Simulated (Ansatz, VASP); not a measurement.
**AlGaN2: VASP beside Ansatz**

```xyz
4
Lattice="3.1153 0.0000 0.0000 0.0000 3.1153 0.0000 0.0000 0.0000 4.3843" Properties=species:S:1:pos:R:3 pbc="T T T"
Al    1.5576    1.5576    2.1922
Ga    0.0000    0.0000    0.0000
N     1.5576    0.0000    3.2446
N     0.0000    1.5576    1.1397
```

The cell comes from a database or a generator and needn't be the stable form of this composition.

Alike in both runs: task single point; functional LDA; k mesh 8 × 8 × 6; occupations gaussian, width 0.05 eV; no spin polarisation.

```csv
,VASP,Ansatz
version,VASP 6.6.1,Ansatz 0.2.0
potentials or method,"VASP PAW LDA potentials, release 64 (Al, Ga_d, N)","scalar-relativistic, plane waves, PAW"
plane-wave cutoff (eV),520,420
valence electrons in the cell,26,26
```

Ansatz gave:

* gap on the k mesh at the Fermi level (eV): 3.05
* least direct gap on the mesh (eV): 3.05
* pressure (GPa): 0.0
* rms of the force components (eV/Å): 0.000

Question: Estimate VASP's values.

Answer: gap on the k mesh at the Fermi level (eV): 3.07; least direct gap on the mesh (eV): 3.07; pressure (GPa): 0.9; rms of the force components (eV/Å): 0.012.

Atom by atom the forces differ by 0.012 eV/Å (rms over components).

A k mesh can miss the band edges. LDA gaps usually lie below the measured ones, often by a third to a half.
